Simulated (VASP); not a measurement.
A run of VASP 6.6.1 is set up as follows.

Contents of INCAR:

```
SYSTEM = Hf
ALGO = Normal
EDIFF = 1E-7
EDIFFG = -0.01
ENCUT = 600
GGA = PE
IBRION = 2
ISIF = 4
ISMEAR = 1
LASPH = .TRUE.
LCHARG = .FALSE.
LREAL = .FALSE.
LWAVE = .FALSE.
NELM = 80
NSW = 40
PREC = Accurate
SIGMA = 0.1
```

The input KPOINTS:

```
k-points
0
G
  15 15 7
  0 0 0
```

Contents of POSCAR:

```
Hf                                      
1.0
    3.2428416844      0.0000000000      0.0000000000
   -1.6214208422      2.8083832792      0.0000000000
    0.0000000000      0.0000000000      5.1235805715
  Hf            
     2
Direct
     0.3333333332999970    0.6666666667000030    0.2500000000000000
     0.6666666667000030    0.3333333332999970    0.7500000000000000
```

Potentials or basis: VASP PAW PBE potentials, release 64 (Hf_pv).

Command:

```sh
$ cat potpaw_PBE.64/Hf_pv/POTCAR > POTCAR
$ mpirun -np 1 vasp_std > vasp.out
```

Predict the energy gained by relaxing.

0.0 meV/atom.

Estimate the band gap on the k mesh.

none (metal or under the smearing width).

Final structure:
```
Hf
1.0
     3.24434    0.00000    0.00000
    -1.62217    2.80968    0.00000
     0.00000    0.00000    5.11884
Hf
2
Cartesian
  0.0000 1.8731 1.2797
  1.6222 0.9366 3.8391
```

The run has no spin-orbit coupling, so splittings on Hf are missing.
